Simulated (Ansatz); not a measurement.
**Pb started on a S site in rocksalt PbS, 64 atoms, charge +2**

All numbers below come from Ansatz 0.2.0, DFT, PBEsol, PAW, plane waves.

Command:

```sh
ansatz run in.yaml --threads 8 --pin off --max-ram 118750MiB --runs-dir r --events-out ev --progress --plain --backend cuda --devices 0, --max-vram 170GiB
```

The input less its lattice and atoms:

```yaml
crystal:
  symmetry: { detect: false }
kpoints:
  mp_grid: { grid: [1, 1, 1], shift: [0.25, 0.25, 0.25] }
hamiltonian:
  xc: pbesol
total_charge: 2
scf:
  occupations: { method: fermi_dirac, width: 0.01 }
relax:
  f_tol: 0.03
  max_steps: 80
  escape_saddle: false
  adjacent_minimum: "off"
output:
  forces: true
  eigenvalues: true
  populations: true
  charged_corrections: { epsilon: 170 }
```

Start:

```xyz
64
Lattice="11.8000 0.0000 0.0000 0.0000 11.8000 0.0000 0.0000 0.0000 11.8000" Properties=species:S:1:pos:R:3 pbc="T T T"
S     2.9623    0.0047    0.0008
S     2.9618   11.7758    5.8818
S     2.9442    5.9094   11.7699
S     8.8580   11.7941   11.7942
S     8.8378    0.0192    5.8888
S     8.8684    5.9055    0.0274
S     8.8569    5.8874    5.9084
S     0.0042    2.9521   11.7840
S     0.0104    2.9612    5.9164
S     0.0185    8.8509   11.7989
S    11.7989    8.8438    5.9124
S     5.9013    2.9471    0.0089
S     5.8726    2.9548    5.8803
S     5.9114    8.8391    0.0017
S     5.8990    8.8672    5.9198
S    11.7906   11.7761    2.9922
S     0.0400    0.0327    8.8702
S     0.0113    5.8979    2.9562
S    11.7954    5.9173    8.8407
S     5.9262    0.0369    2.9578
S     5.9284   11.7978    8.8553
S     5.9277    5.8885    2.9115
S     5.8964    5.9050    8.8448
S     2.9803    2.9234    2.9748
S     2.9600    2.9496    8.8584
S     2.9122    8.8625    2.9488
S     2.9586    8.8707    8.8464
S     8.8657    2.9486    2.9466
S     8.8689    2.9397    8.8443
S     8.8559    8.8328    2.9138
S     8.8749    8.8310    8.8838
Pb    2.9470    5.8865    5.8918
Pb   11.7759   11.7975    0.0287
Pb    0.0085    0.0063    5.9092
Pb   11.7897    5.9305    0.0475
Pb   11.7833    5.9211    5.8545
Pb    5.9277    0.0222   11.7969
Pb    5.8901   11.7822    5.9033
Pb    5.8878    5.8813    0.0075
Pb    5.8837    5.8755    5.9045
Pb    2.9405    2.9524    0.0049
Pb    2.9669    2.9219    5.9084
Pb    2.9080    8.8954   11.7904
Pb    2.9721    8.8637    5.8954
Pb    8.8551    2.9736   11.7757
Pb    8.8583    2.9837    5.8974
Pb    8.8462    8.8342   11.7666
Pb    8.8561    8.8710    5.9233
Pb    2.9217    0.0065    2.9479
Pb    2.9408   11.7923    8.8296
Pb    2.9421    5.9074    2.9457
Pb    2.9667    5.9082    8.8610
Pb    8.8317   11.7938    2.9408
Pb    8.7886   11.7841    8.8587
Pb    8.8413    5.8913    2.9568
Pb    8.8715    5.8809    8.8144
Pb    0.0168    2.9463    2.9402
Pb    0.0075    2.9468    8.8722
Pb   11.7840    8.8516    2.9108
Pb   11.7794    8.8496    8.8366
Pb    5.9171    2.9101    2.9558
Pb    5.9142    2.9463    8.8627
Pb    5.8692    8.8640    2.9815
Pb    5.9099    8.8536    8.8600
```

Steps:

| step | energy less the first (eV) | largest force component (eV/Å) |
| --- | --- | --- |
| start | 0.000 | 1.058 |
| 1 | -0.585 | 0.202 |
| 2 | -0.619 | 0.116 |
| 3 | -0.650 | 0.119 |
| 4 | -0.682 | 0.073 |
| 5 | -0.690 | 0.052 |
| 6 | -0.700 | 0.021 |

A structure on the way, about -0.62 eV from the start:

```
S Pb
1.0
    11.80000    0.00000    0.00000
     0.00000   11.80000    0.00000
     0.00000    0.00000   11.80000
S Pb
31 33
Direct
  0.24978 0.99992 0.00019
  0.25000 0.99913 0.50064
  0.25058 0.50025 0.00056
  0.74987 0.00042 0.99997
  0.75019 0.99993 0.50014
  0.75047 0.50058 0.00001
  0.74963 0.49982 0.49949
  0.00037 0.25051 0.99952
  0.00281 0.25344 0.49981
  0.00108 0.74941 0.00015
  0.99790 0.75204 0.49993
  0.49949 0.25097 0.00062
  0.50175 0.24831 0.50063
  0.50037 0.74982 0.00025
  0.49654 0.74665 0.50023
  0.00042 0.00049 0.24990
  0.00147 0.00043 0.74903
  0.00275 0.50119 0.25131
  0.99953 0.50060 0.75014
  0.49948 0.00028 0.25153
  0.50078 0.99994 0.75061
  0.50103 0.49995 0.24940
  0.49791 0.49955 0.74842
  0.25025 0.25312 0.25292
  0.25053 0.24903 0.75199
  0.25007 0.75139 0.24905
  0.25005 0.74730 0.74822
  0.74975 0.25048 0.25020
  0.75093 0.25164 0.74937
  0.74988 0.74964 0.25096
  0.75031 0.75022 0.74979
  0.24885 0.49936 0.50098
  0.99804 0.00045 0.99928
  0.99514 0.00387 0.49806
  0.99487 0.49881 0.00029
  0.98520 0.50828 0.50608
  0.50186 0.99987 0.00014
  0.50508 0.99610 0.50040
  0.50608 0.50081 0.99890
  0.51358 0.49554 0.49537
  0.24979 0.24404 0.00256
  0.25907 0.23546 0.50514
  0.25046 0.75469 0.99775
  0.24058 0.76358 0.49231
  0.75005 0.24664 0.00039
  0.75266 0.24446 0.49946
  0.75019 0.75331 0.99980
  0.74651 0.75502 0.50063
  0.24959 0.00231 0.24530
  0.25114 0.99697 0.75494
  0.25319 0.50511 0.23644
  0.24822 0.49187 0.76519
  0.74989 0.00020 0.24747
  0.75042 0.99971 0.75242
  0.75211 0.49891 0.24436
  0.74825 0.50142 0.75560
  0.00008 0.25093 0.25014
  0.99828 0.24841 0.74838
  0.99806 0.74955 0.24701
  0.00089 0.75225 0.75297
  0.49922 0.24906 0.24798
  0.50319 0.24937 0.75211
  0.50186 0.75139 0.25042
  0.49984 0.75038 0.74851
```

End:

```
S Pb
1.0
    11.80000    0.00000    0.00000
     0.00000   11.80000    0.00000
     0.00000    0.00000   11.80000
S Pb
31 33
Direct
  0.25021 0.99659 0.00356
  0.24484 0.99915 0.50522
  0.25599 0.49513 0.00303
  0.75024 0.00021 0.99988
  0.74652 0.00378 0.49993
  0.75409 0.50024 0.99611
  0.74784 0.50537 0.49412
  0.00168 0.25003 0.99980
  0.99942 0.25698 0.49980
  0.00181 0.74882 0.99947
  0.99425 0.75601 0.49928
  0.50066 0.24989 0.00029
  0.49641 0.25386 0.50036
  0.50065 0.74891 0.00000
  0.49353 0.75081 0.49999
  0.99974 0.00067 0.25088
  0.00008 0.00007 0.74991
  0.00686 0.50088 0.24830
  0.00502 0.50007 0.74536
  0.49854 0.00020 0.25166
  0.49910 0.99970 0.75048
  0.50570 0.50017 0.24468
  0.50178 0.49953 0.74382
  0.25019 0.24958 0.25696
  0.25068 0.24431 0.75617
  0.24997 0.74652 0.25354
  0.25034 0.74302 0.75081
  0.75016 0.25151 0.24950
  0.75069 0.25165 0.74835
  0.74994 0.75060 0.24955
  0.75035 0.75036 0.74855
  0.24789 0.49884 0.50332
  0.99839 0.00023 0.99998
  0.99274 0.00584 0.50012
  0.99873 0.49921 0.99716
  0.98399 0.51255 0.49557
  0.50209 0.99940 0.00035
  0.50160 0.00082 0.50080
  0.50798 0.49948 0.99615
  0.51289 0.50127 0.49101
  0.25089 0.24241 0.00595
  0.24964 0.23452 0.51174
  0.25105 0.75174 0.00121
  0.23767 0.76378 0.49996
  0.75094 0.24809 0.99985
  0.74878 0.24841 0.49905
  0.75023 0.75204 0.99898
  0.74395 0.75754 0.49919
  0.24930 0.99912 0.24847
  0.24995 0.99423 0.75725
  0.25873 0.49944 0.23777
  0.25494 0.48780 0.76714
  0.74968 0.00082 0.24793
  0.75011 0.00000 0.75166
  0.75408 0.50058 0.24237
  0.75282 0.50095 0.75135
  0.00013 0.25026 0.24991
  0.99806 0.24964 0.75026
  0.99876 0.75141 0.24634
  0.99971 0.75067 0.75216
  0.50075 0.24789 0.24935
  0.50355 0.24867 0.75114
  0.50078 0.75244 0.24917
  0.50023 0.74996 0.74972
```

Self-consistency was reached.

Time: 7.5 s of wall time on one NVIDIA GB200 with 8 processor threads, on a host shared with other runs; peak host memory 2 GiB.

(1) How much energy did the relaxation gain, and which atom moved most?

The run had no spin, and a state with a moment may lie lower. The one k point has no symmetry partners, which can distort the end along one axis.

Results:

(1) 0.70 eV in 6 steps, from a start with small random displacements; atom 52 (Pb) moved 0.25 Å, the median atom 0.06 Å (drift of the whole cell removed).
